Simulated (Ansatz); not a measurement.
Runs of Ansatz 0.2.0 on CdO (Monteponite). The structure is cubic, space group Fm-3m (No. 225). The conventional cell has a = 4.699 Å, b = 4.699 Å, c = 4.699 Å, α = 90.00°, β = 90.00°, γ = 90.00°. Cd (site symmetry m-3m) is surrounded by 6 O at 2.35 Å. O (site symmetry m-3m) has 6 Cd at 2.35 Å as nearest neighbours. 

| task | level | potentials or basis | spin | cell | k mesh | cutoff (eV) | smearing | gap on the mesh (eV) | pressure (GPa) |
| --- | --- | --- | --- | --- | --- | --- | --- | --- | --- |
| band structure | BLYP | all-electron LAPW, scalar-relativistic | off | as given | 10 × 10 × 10 | 306 | fermi-dirac 0.05 eV | - | 11.7 |
| relaxation of cell and atoms | BLYP+D4 | all-electron LAPW, scalar-relativistic | off | relaxed | 10 × 10 × 10 | - | fermi-dirac 0.05 eV | - | 0.0 |
| band structure | PBEsol | all-electron LAPW, relativistic spinors | SOC, no magnetisation | as given | 7 × 7 × 7 | 306 | fermi-dirac 0.05 eV | - | (a) |
| single point | PBE | all-electron LAPW, scalar-relativistic | off | as given | 10 × 10 × 10 | 306 | gaussian 0.024 eV | none | 6.1 |
| single point | PBE | all-electron LAPW, scalar-relativistic | off | as given | 10 × 10 × 10 | 306 | gaussian 0.023 eV | none | 6.1 |

Alike in all rows: basis error allowed 0.001 eV/atom.

**Question.** Estimate the missing entries.

**Answer.** (a) -0.8.

Caveats: this crystal is a semiconductor, whose small gap the functional closes, so the metal is an error of the method (some runs); the k mesh is thin for a metal, which can move the energy by tens of meV per atom (some runs).

A k mesh can miss the band edges, and rows without SOC leave out spin-orbit coupling on Cd.

A gap of «none» marks a metal or a gap under the smearing width.
